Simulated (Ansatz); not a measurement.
MoS₂ (started from an entry of an open crystallographic database): an Ansatz output whose functional has been blanked. The cell was relaxed with r2SCAN+rVV10 and then strained (biaxial -1.17 % in x and y, z held), with the atoms relaxed again with r2SCAN+rVV10; k points keep the names of the unstrained zone.

```xyz
6
Lattice="3.1359 0.0000 0.0000 -1.5679 2.7158 0.0000 0.0000 0.0000 12.4359" Properties=species:S:1:pos:R:3 pbc="T T T"
Mo    0.0000    1.8105    3.1090
Mo    1.5679    0.9053    9.3269
S     0.0000    1.8105    7.7595
S     1.5679    0.9053    1.5416
S     0.0000    1.8105   10.8943
S     1.5679    0.9053    4.6764
```

```
scf.n_extra_bands = 5 over 26 filled bands (N_el = 52.0): the run solves 31 bands
Crystal: 6 atoms, lattice volume = 105.909 Å³
Basis set: ecut = 420 eV, 2033 PW (Γ)
Symmetry: 24 space group operations
Space group: P63/mmc (ITA 194)
k-points: 14 of 72
hybrid outer 1: dexx = +2.259e-2 eV, tail = 3.35e-5 eV
hybrid outer 2: dexx = +7.245e-6 eV, tail = 2.04e-8 eV, Δε = 2.36e-3 eV, ΔF = 2.20e-3 eV/Å
hybrid SCF converged: 2 outer / 14 inner (+4 warm-up)
Free energy (F): -13531.592598 eV
Fermi energy:    10.612633 eV
--- Per-component energies (eV) ---
  E_band       = -394.989379
  E_kinetic    = 1310.708230
  E_local      = -3978.151631
  E_nonlocal   = 394.217994
  E_hartree    = 1538.192877
  E_xc         = -607.984974
  E_vxc        = -647.644639
  E_exx        = -129.074373
  E_paw        = -8827.929594
  E_vpaw       = -292.356862
  E_ewald      = -3230.319320
  E_core_change = -1.251883
--- Forces (eV/Å), atoms counted from 1 ---
  atom   1  Mo      0.00000      0.00000      0.00000
  atom   2  Mo      0.00000      0.00000      0.00000
  atom   3  S       0.00000      0.00000      0.41335
  atom   4  S       0.00000      0.00000      0.41335
  atom   5  S       0.00000      0.00000    -0.41335
  atom   6  S       0.00000      0.00000    -0.41335
--- Stress (GPa, compression-positive) ---
        0.703823       0.000000       0.000000
        0.000000       0.703823       0.000000
        0.000000       0.000000      -1.406706
  P = ⅓ Tr σ = 0.0003 GPa (0.003 kbar)
--- Band table (eV; the first three rows and the last of 14) ---
  k-point 0: bands = […, 8.3742, 8.4203, 8.4203, 9.1100, 9.3413, 10.6126, 13.6241, 13.6241, 13.6525, 13.6525, …]
  k-point 1: bands = […, 8.3972, 8.3972, 8.3972, 8.3972, 10.2811, 10.2811, 13.6288, 13.6288, 13.6288, 13.6288, …]
  k-point 2: bands = […, 7.7123, 7.7725, 8.3765, 9.2527, 9.2993, 9.8222, 12.8428, 13.2956, 13.3753, 13.4268, …]
  k-point 13: bands = […, 6.7570, 6.7570, 7.3458, 7.3458, 10.0117, 10.0117, 12.3551, 12.3551, 13.7527, 13.7527, …]
```

The file bands.tsv (bands near the Fermi energy, numbered from 0, rounded):
```tsv
# k_distance	band_21	band_22	band_23	band_24	band_25	band_26	band_27	band_28	band_29
# fermi_ev = 10.612633
# [0, 0, 0] at k_distance = 0.000000
# [0.5, 0, 0] at k_distance = 1.156798
# [0.3333333333, 0.3333333333, 0] at k_distance = 1.824676
# [0, 0, 0.5] at k_distance = 3.184111
# [0.5, 0, 0.5] at k_distance = 4.340909
# [0.3333333333, 0.3333333333, 0.5] at k_distance = 5.008787
# [0.177083, 0.177083, 0] at k_distance = 5.683965
# levels_relative_to = fermi_ev
0.000	-2.192	-2.192	-1.503	-1.271	0.000	3.011	3.011	3.040	3.040
1.157	-2.849	-1.784	-1.593	-1.505	-1.398	2.460	2.506	2.871	3.172
1.825	-4.204	-3.090	-3.090	-0.677	-0.509	1.741	1.741	2.655	3.748
3.184	-2.215	-2.215	-2.215	-0.331	-0.331	3.016	3.016	3.016	3.016
4.341	-2.975	-1.688	-1.688	-1.445	-1.445	2.481	2.481	3.032	3.032
5.009	-3.856	-3.267	-3.267	-0.601	-0.601	1.742	1.742	3.140	3.140
5.684	-2.941	-2.040	-1.894	-1.579	-1.573	1.508	2.388	2.589	2.750
```
In order the rows are Γ, M, K, A, L, H, Γ–K (0.53).

Task: Which level of theory was used?
A. Hartree-Fock
B. LC-ωPBE
C. r2SCAN0
D. HSE06

Result: D. HSE06. The exchange loop and the term E_exx show exact exchange. HSE06 gives an indirect gap of 1.51 eV, from Γ to Γ–K (0.53 of the way from Γ); the least direct gap is 2.25 eV at K. Among hybrids the size of the gap and of E_exx follows the share and range of exact exchange. The stress of a hybrid is loosely converged here. The log narrows the family; the member has to be judged from the numbers.

Command: `ansatz run input.yaml --threads 4 --pin off --max-ram 4608MiB --backend cpu --events-out ev --progress --plain --runs-dir out`. Wall time 54 s on 4 threads of Arm Neoverse V1 (shared host), load about 0.4 per core; peak host memory 1.7 GiB.

Calculated for a static, non-magnetic cell.

The runs are scalar-relativistic, without spin-orbit coupling.

The meshes of the hybrids are coarse, so their gaps aren't converged to the digits shown.
